## Examination question: sliding two sublattices against each other

In ordered TiAl, layers of titanium alternate with layers of aluminium along the long cell edge z. Each Al atom sits at the centre of a tall box with Ti atoms at its eight corners. In the calculation all Al atoms move together by a chosen amplitude, and all Ti atoms move the opposite way by 0.564 of it, so that the centre of mass stays at rest. The first amplitude, x, is such a shift along a short edge of the box, and the second amplitude, z, is one along the long edge. The cell keeps its shape, and each energy is counted from the undisplaced crystal.

TiAl (P4/mmm) computed with Ansatz 0.2.0: DFT with the PBE functional, scalar-relativistic PAW, 520 eV plane-wave cutoff, 16×16×12 k mesh, Gaussian smearing of 0.15 eV, no spin polarisation. Two normal modes are frozen into the fixed relaxed cell; amplitudes give the displacement of Al, and free energies are relative to the undisplaced crystal.

| second amplitude (Å) | free energy change at first amplitude -0.1344 angstrom (meV a cell) | free energy change at first amplitude -0.1008 angstrom (meV a cell) | free energy change at first amplitude -0.0336 angstrom (meV a cell) | free energy change at first amplitude 0 angstrom (meV a cell) | free energy change at first amplitude 0.1344 angstrom (meV a cell) | free energy change at first amplitude 0.168 angstrom (meV a cell) |
| --- | --- | --- | --- | --- | --- | --- |
| -0.1460 | 261.9 | 214.7 | 160.2 | 153.3 | 261.9 | 321.9 |
| -0.1168 | 200.8 | 155.8 | 103.7 | 97.2 | 200.8 | 258.0 |
| -0.0876 | 154.1 | 110.7 | 60.6 | 54.3 | 154.1 | 209.2 |
| -0.0584 | 121.2 | 79.0 | 30.2 | 24.0 | 121.2 | 174.8 |
| -0.0292 | 101.6 | 60.1 | 12.0 | 6.0 | 101.6 | 154.3 |
| 0.0000 | 95.1 | 53.8 | 6.0 | 0.0 | 95.1 | 147.5 |
| 0.0292 | 101.6 | 60.1 | 12.0 | 6.0 | 101.6 | 154.3 |
| 0.0584 | 121.2 | 79.0 | 30.2 | 24.0 | 121.2 | 174.8 |
| 0.0876 | 154.1 | 110.7 | 60.6 | 54.3 | 154.1 | 209.2 |
| 0.1168 | 200.8 | 155.8 | 103.7 | 97.2 | 200.8 | 258.0 |
| 0.1460 | 261.9 | 214.7 | 160.2 | 153.3 | 261.9 | 321.9 |

### 1. For the same amplitude, which shift costs more energy?

**Model answer.** The shift along z costs more. An amplitude of 0.1460 Å along z takes 153.3 meV, while the longer amplitude of 0.168 Å along x takes only 147.5 meV. Close to rest the energy grows with the square of the amplitude, and its curvature is 31 % larger along z than along x.

**Remark.** The first step away from rest costs 6.0 meV in either direction, which tempts one to call the crystal equally stiff both ways. But that step is 0.0336 Å along x and only 0.0292 Å along z. The shorter step hides the greater stiffness.

### 2. Why is the crystal stiffer along z?

**Model answer.** Since each sublattice moves as a rigid whole, distances between like atoms don't change, and the restoring force comes from Ti acting on Al. A simpler system shows the idea: a bead held at the centre of a tall box by eight equal, relaxed springs running to the corners. A spring resists motion along its own length and gives way to a small sideways motion. In a tall box the springs point more towards z than towards x, so the bead is held more firmly along z.

The resistance of each spring goes with the square of its direction component. The ratio of the two stiffnesses is therefore the squared ratio of the box edges, (4.077/2.822)² = 2.09. The calculation gives 1.31.

**Remark.** The bead model gets the order right, which makes the direction of the contacts a likely reason, but it greatly exaggerates the difference. Forces in a metal need not act only along the line between two neighbours: a contact may also resist or favour sideways motion, more distant atoms take part, and the shared electrons respond to the whole arrangement of atoms. The table doesn't tell these causes apart. One limit is certain: if the box were a true cube, symmetry would make the two stiffnesses equal.

### 3. Which of the two motions vibrates faster?

**Model answer.** The z motion does. Both patterns move the same masses by the same proportions, so only the stiffness differs, and frequency goes with its square root. The curvatures of 10.7 eV/Å² along x and 14.0 eV/Å² along z correspond to about 262 and 301 cm⁻¹. These agree with the wavenumbers found for the two vibrations in the same set of calculations.

**Remark.** These curvatures are not elastic constants. They measure how hard it is to slide one sublattice past the other in a fixed cell, whereas an elastic constant measures how hard it is to strain the cell itself.

### 4. How well does a parabola describe each shift on its own?

**Model answer.** Quite well over this range. At 0.168 Å along x the energy lies 2.0 % below the parabola that fits the bottom of the well. At 0.1460 Å along z it lies 2.6 % above its own parabola. The well thus softens slightly in one direction and hardens slightly in the other.

**Remark.** Each cut was described by a square and a fourth power of the amplitude. Along x the two constants were set by the energies at 0.1008 and 0.168 Å, and the value at 0.1344 Å, which was not used, then comes out right to the printed digit. Along z they come from a least-squares fit to the undisplaced row and the five positive amplitudes.

### 5. Can the energies of the two shifts simply be added?

**Model answer.** No. At the far corner of the table the separate costs add up to 147.5 + 153.3 = 300.8 meV, but the combined shift costs 321.9 meV. The difference of 21.1 meV is a coupling: a crystal already displaced along x resists displacement along z more strongly.

Symmetry fixes the simplest form of this coupling. The undisplaced crystal has mirror planes, so reversing x alone or z alone must leave the energy unchanged. A term in x·z would change sign and is forbidden; the lowest term allowed is g·x²·z², where g is a constant. A least-squares fit to the column at first amplitude 0.1344 Å, after the separate costs are taken off, gives g = 34.8 eV/Å⁴.

The corner at 0.168 Å was not part of that fit and can serve as a test:

34.8 × 0.168² × 0.1460² = 0.0209 eV = 20.9 meV.

This is within 1 % of the computed 21.1 meV.

**Remark.** The likely cause is repulsion between atoms pushed close together. Either shift alone shortens four of the eight Ti–Al contacts around an atom. Made together, the shifts squeeze two of these contacts doubly, and at this corner the shortest contact has shrunk from 2.85 to 2.57 Å. Repulsion rises ever more steeply as atoms approach, so the double squeeze can cost more than the two single ones added up. The map fits this account but doesn't single it out, because it holds total energies and not the contribution of each contact.

### 6. What would change if the cell were free to relax at each point?

**Model answer.** The curvatures at rest, and with them the wavenumbers, would stay the same. The departures from a parabola and the coupling could change.

The reason is again symmetry. Each atom sits at a centre of inversion, so shifts of +x and −x must call for the same change of cell shape. That change therefore begins with the square of the shift, or with the product x·z when both are present. The energy gained by relaxing goes with the square of the strain, and so with the fourth power of the amplitudes. It leaves the bottom of the well untouched and acts on exactly the terms discussed in questions 4 and 5.

**Remark.** A map with frozen atoms usually overstates the energy away from rest. Here the two amplitudes already fix how the atoms sit relative to each other in the x and z directions, and symmetry leaves no force along y. Only the cell is still held back. The positive coupling is thus a result for a fixed cell, and a relaxed cell might show a weaker or a stronger one, or even one of the opposite sign.

### 7. Which digits of the table can be trusted, and for what?

**Model answer.** That depends on the question asked. The energies are printed to 0.1 meV, which is ample for the coupling at the corner, where it amounts to 21 meV. For the smallest pair of shifts, 0.0336 Å along x and 0.0292 Å along z, the fitted law gives a coupling of only 0.03 meV. The table accordingly shows 6.0 + 6.0 = 12.0 meV, as if there were no coupling at all.

As a statement about a real alloy, the same digits are worth less. They show how smoothly the calculation behaves, not how close the PBE functional comes to nature. As a rough, recalled guide, wavenumbers from such functionals are often off by a few per cent. The stiffness goes with the square of the wavenumber, so its error in per cent is about twice as large, and two figures are the most one should claim for it.

**Remark.** The agreement between positive and negative amplitudes adds no confidence. Those entries are mirror images of one another, equal by symmetry, and would agree just as well if the functional were poor. The test in question 5 does say something, because a law taken from one column had to predict another. But it supports the form of the coupling and the smoothness of the map, and it too could succeed with a poor functional.
